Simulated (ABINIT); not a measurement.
# ZnS (Wurtzite-2H) (P6_3mc) in ABINIT: a series of runs

One crystal, ZnS (Wurtzite-2H), is run at these levels: LDA-VWN, WC, LDA-PZ; tasks: band structure.

All numbers are computed with ABINIT 10.8.3 (patched build); they aren't measurements. Logs are shortened: lines on timing, memory, paths and dates and some standing lists are left out, and cuts for length are marked. The log counts tension as positive stress, the text compression.

**Experimental background.**

From a printed reference work, monograph, for a bulk crystal of ZnS at 4 K: band gap 3.911 eV (direct).

How close the calculation comes is told below.

### Step 1. The structure

Symmetry: P6_3mc, No. 186, hexagonal system. The conventional cell has a = 3.811 Å, b = 3.811 Å, c = 6.234 Å, α = 90.00°, β = 90.00°, γ = 120.00°. Zn (site symmetry 3m) is surrounded by 4 S at 2.31 to 2.40 Å. S (site symmetry 3m) has 4 Zn at 2.31 to 2.40 Å as nearest neighbours.

### Step 2. Band structure, LDA-VWN

Contents of run.abi:

```
# Datasets: ground state, then fixed potential
ndtset 2

# Pseudopotentials
pp_dirpath "./"
pseudos "Zn.LDA_PW-JTH.xml, S.LDA_PW-JTH.xml"

# Structure
acell 3.811 3.811 6.234 Angstrom
rprim
     1.0000000000     0.0000000000     0.0000000000
    -0.5000000000     0.8660254038     0.0000000000
     0.0000000000     0.0000000000     1.0000000000
ntypat 2
znucl 30 16
natom 4
typat 1 1 2 2
xred
     0.6666666667     0.3333333333     0.5000000000
     0.3333333333     0.6666666667     0.0000000000
     0.6666666667     0.3333333333     0.8850000000
     0.3333333333     0.6666666667     0.3850000000

# Plane-wave basis
ecut 20.0
pawecutdg 40.0

# Exchange and correlation
ixc -1007

# Bands and occupations
occopt 3
tsmear 0.00183747

# SCF cycle
nstep 100

# Output
iomode 3
prtwf 0
prteig 0
prtebands 0
prtden1 1

# Dataset 1
kptopt1 1
ngkpt1 8 8 5
nshiftk1 1
shiftk1 0.0 0.0 0.0
nband1 22
tolvrs1 1.0e-9

# Dataset 2: bands along G-M-K-G-A-L-H-A
iscf2 -2
getden2 1
nband2 26
nbdbuf2 2
tolwfr2 1.0e-12
kptopt2 -7
ndivsm2 6
prteig2 1
kptbounds2
     0.0000000000     0.0000000000     0.0000000000
     0.5000000000     0.0000000000     0.0000000000
     0.3333333333     0.3333333333     0.0000000000
     0.0000000000     0.0000000000     0.0000000000
     0.0000000000     0.0000000000     0.5000000000
     0.5000000000     0.0000000000     0.5000000000
     0.3333333333     0.3333333333     0.5000000000
     0.0000000000     0.0000000000     0.5000000000
```

Potentials or basis: JTH PAW LDA v2.0.

Started as:

```console
$ abinit run.abi > log 2>&1
```

run.abo:

```text
.Version 10.8.3 of ABINIT
 DATASET    1 : space group P6_3 m c (#186); Bravais hP (primitive hexag.)
================================================================================
 Values of the parameters that define the memory need for DATASET  1.
     intxc =       0    ionmov =       0      iscf =      17    lmnmax =      18
     lnmax =       6     mgfft =      48  mpssoang =       3    mqgrid =    3354
     natom =       4  nloc_mem =       2    nspden =       1   nspinor =       1
    nsppol =       1      nsym =      12    n1xccc =       1    ntypat =       2
    occopt =       3   xclevel =       1
       mpw =        2274          nfft =       43200          nkpt =          30
 PAW method is used; the additional fine FFT grid is defined by:
   mgfftf=        72    nfftf =    145800
================================================================================
================================================================================

 DATASET    2 : space group P6_3 m c (#186); Bravais hP (primitive hexag.)
================================================================================
 Values of the parameters that define the memory need for DATASET  2.
     intxc =       0    ionmov =       0      iscf =      -2    lmnmax =      18
     lnmax =       6     mgfft =      48  mpssoang =       3    mqgrid =    3354
     natom =       4  nloc_mem =       2    nspden =       1   nspinor =       1
    nsppol =       1      nsym =      12    n1xccc =       1    ntypat =       2
    occopt =       3   xclevel =       1
       mpw =        2285          nfft =       43200          nkpt =          69
 PAW method is used; the additional fine FFT grid is defined by:
   mgfftf=        72    nfftf =    145800
================================================================================
================================================================================

--------------------------------------------------------------------------------
------------- Echo of variables that govern the present computation ------------
--------------------------------------------------------------------------------
 -outvars: echo values of preprocessed input variables --------
            acell      7.2017462658E+00  7.2017462658E+00  1.1780552669E+01 Bohr
              amu      6.53900000E+01  3.20660000E+01
             ecut      2.00000000E+01 Hartree
           getden1          0
           getden2          1
             iscf1         17
             iscf2         -2
                       outvar_i_n : Printing only first  50 k-points.
[... 1062 lines left out ...]

 ----iterations are completed or convergence reached----

 Mean square residual over all n,k,spin=   52.971E-14; max=  99.978E-14
 reduced coordinates (array xred) for    4 atoms
       0.666666666667      0.333333333333      0.500000000000
       0.333333333333      0.666666666667      0.000000000000
       0.666666666667      0.333333333333      0.885000000000
       0.333333333333      0.666666666667      0.385000000000

 cartesian coordinates (angstrom) at end:
    1      1.90550000000000     1.10014093796060     3.11700000000000
    2     -0.00000000000000     2.20028187592120     0.00000000000000
    3      1.90550000000000     1.10014093796060     5.51709000000000
    4     -0.00000000000000     2.20028187592120     2.40009000000000
 length scales=  7.201746265835  7.201746265835 11.780552668909 bohr
              =  3.811000000000  3.811000000000  6.234000000000 angstroms
 Eigenvalues (hartree) for nkpt=  69  k points:
 kpt#   1, nband= 26, wtk=  1.00000, kpt=  0.0000  0.0000  0.0000 (reduced coord)
  -0.29224   -0.25748   -0.04725   -0.04725   -0.04494   -0.04494   -0.04462   -0.03017
  -0.03017   -0.02722   -0.02722   -0.02106   -0.00090    0.16024    0.16024    0.19182
   0.19182    0.19240    0.26503    0.29406    0.41734    0.41734    0.42860    0.46649
   0.46649    0.52450
 kpt#   2, nband= 26, wtk=  1.00000, kpt=  0.0455  0.0000  0.0000 (reduced coord)
  -0.29170   -0.25717   -0.04730   -0.04712   -0.04490   -0.04479   -0.04450   -0.03024
  -0.03018   -0.02765   -0.02720   -0.02068   -0.00015    0.15526    0.15888    0.18561
   0.19108    0.19180    0.27080    0.29879    0.41417    0.41917    0.43042    0.46483
   0.46891    0.52125
 kpt#   3, nband= 26, wtk=  1.00000, kpt=  0.0909  0.0000  0.0000 (reduced coord)
  -0.29010   -0.25624   -0.04744   -0.04675   -0.04480   -0.04432   -0.04412   -0.03045
  -0.03022   -0.02859   -0.02714   -0.01988    0.00206    0.14231    0.15507    0.17110
   0.18887    0.18987    0.28393    0.31057    0.40709    0.42431    0.43454    0.46113
   0.47601    0.51157
 kpt#   4, nband= 26, wtk=  1.00000, kpt=  0.1364  0.0000  0.0000 (reduced coord)
  -0.28751   -0.25478   -0.04759   -0.04617   -0.04462   -0.04356   -0.04348   -0.03081
[... 314 lines left out ...]
  -0.27464   -0.27464   -0.04663   -0.04663   -0.04581   -0.04581   -0.04304   -0.04304
  -0.02850   -0.02850   -0.02843   -0.02843    0.08737    0.08737    0.16215    0.16215
   0.17105    0.17105    0.32773    0.32773    0.41031    0.41031    0.44168    0.44168
   0.45013    0.45013
 kpt#  68, nband= 26, wtk=  1.00000, kpt=  0.0256  0.0256  0.5000 (reduced coord)
  -0.27592   -0.27592   -0.04643   -0.04643   -0.04621   -0.04621   -0.04339   -0.04339
  -0.02849   -0.02849   -0.02848   -0.02848    0.08793    0.08793    0.17159    0.17159
   0.17426    0.17426    0.31710    0.31710    0.42272    0.42272    0.43566    0.43566
   0.44399    0.44399
 kpt#  69, nband= 26, wtk=  1.00000, kpt=  0.0000  0.0000  0.5000 (reduced coord)
  -0.27636   -0.27636   -0.04635   -0.04635   -0.04635   -0.04635   -0.04352   -0.04352
  -0.02849   -0.02849   -0.02849   -0.02849    0.08804    0.08804    0.17533    0.17533
   0.17533    0.17533    0.31297    0.31297    0.43355    0.43355    0.43355    0.43355
   0.43551    0.43551

== END DATASET(S) ==============================================================
================================================================================

 -outvars: echo values of variables after computation  --------
            acell      7.2017462658E+00  7.2017462658E+00  1.1780552669E+01 Bohr
           etotal1    -1.4990564465E+02
            fcart1    -5.9822051458E-28 -3.4538277512E-28  5.6054990897E-03
                       5.9822051458E-28  3.4538277512E-28  5.6054990897E-03
                      -0.0000000000E+00 -0.0000000000E+00 -5.6054990897E-03
                      -0.0000000000E+00 -0.0000000000E+00 -5.6054990897E-03
            rprim      1.0000000000E+00  0.0000000000E+00  0.0000000000E+00
                      -5.0000000000E-01  8.6602540380E-01  0.0000000000E+00
                       0.0000000000E+00  0.0000000000E+00  1.0000000000E+00
           strten1     1.3570561048E-04  1.3570561038E-04  1.8549166283E-04
                       0.0000000000E+00  0.0000000000E+00  0.0000000000E+00
           xangst      1.9055000000E+00  1.1001409380E+00  3.1170000000E+00
                      -1.0195384496E-16  2.2002818759E+00  0.0000000000E+00
                       1.9055000000E+00  1.1001409380E+00  5.5170900000E+00
                      -1.0195384496E-16  2.2002818759E+00  2.4000900000E+00
             xred      6.6666666667E-01  3.3333333333E-01  5.0000000000E-01
                       3.3333333333E-01  6.6666666667E-01  0.0000000000E+00
                       6.6666666667E-01  3.3333333333E-01  8.8500000000E-01
                       3.3333333333E-01  6.6666666667E-01  3.8500000000E-01
 Calculation completed.
```

It took 4.4 min on 1 thread of Arm Neoverse V1, shared host; peak memory 0.15 GiB.

Results:

| Quantity | Value |
| --- | --- |
| Free energy | -4079.1404 eV |
| Largest force | 0.288 eV/Å |
| Band gap on the k mesh | 1.98 eV, direct |
| Valence electrons inside the program's atomic spheres | Zn 10.82; S 3.60 |

Forces in eV/Å, atoms in the order of the input:
```
Zn   0.000  0.000  0.288
Zn   0.000  0.000  0.288
S    0.000  0.000 -0.288
S    0.000  0.000 -0.288
```

Levels at the corners of the path, in eV from the valence-band top:
```tsv
point	band 16	band 17	band 18	band 19	band 20	band 21
Γ	-0.02	-0.02	0.00	1.98	2.77	6.12
M	-2.28	-1.60	-1.00	3.40	4.06	4.99
K	-2.26	-2.26	-2.26	4.25	5.77	5.77
Γ	-0.02	-0.02	0.00	1.98	2.77	6.12
A	-0.46	-0.46	-0.46	3.28	3.28	6.56
L	-1.69	-1.56	-1.56	3.39	3.39	4.96
H	-3.18	-1.27	-1.27	4.34	4.34	6.27
A	-0.46	-0.46	-0.46	3.28	3.28	6.56
```

(Continued in part 2 of 2.)
